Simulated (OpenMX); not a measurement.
Crystal: C.

```xyz
2
Lattice="0.0000 1.7834 1.7834 1.7834 0.0000 1.7834 1.7834 1.7834 0.0000" Properties=species:S:1:pos:R:3 pbc="T T T"
C     2.6751    2.6751    2.6751
C     1.7834    1.7834    1.7834
```

This isn't the form of C at room conditions, which is graphite.

```yaml
Program: OpenMX 3.8.5
Task: single point
Functional: PBE
Potentials_or_basis: OpenMX 2013 PBE set, C6.0-s2p2d1, grid cutoff 300 Ry
k_mesh: 13 × 13 × 13
Occupations: fermi-dirac, width 0.05 eV
Spin: no spin polarisation
```

On this cell: pressure 1.9 GPa; largest force zero by symmetry; band gap on the k mesh 4.31 eV, indirect (least direct gap 5.69 eV).

The same run follows on a disturbed copy (atoms moved at random, drawn with an rms of 0.05 Å):

```
CELL_PARAMETERS angstrom
0.00000 1.78337 1.78337
1.78337 0.00000 1.78337
1.78337 1.78337 0.00000
ATOMIC_POSITIONS crystal
C 0.74778 0.75306 0.75416
C 0.48928 0.49860 0.49360
```

What does the disturbed cell give?

The energy moves by +21.8 meV/atom; pressure 2.6 GPa; largest force 1.729 eV/Å; band gap on the k mesh 3.39 eV, indirect (least direct gap 4.07 eV).

Forces in eV/Å, atoms in the order of the input:
```
C   -0.935 -1.230 -0.776
C    0.932  1.230  0.776
```

Caveats: an odd mesh through Γ misses points on the zone boundary, where band edges often lie; the basis of atomic orbitals isn't converged, which shifts pressures, moduli and gaps.
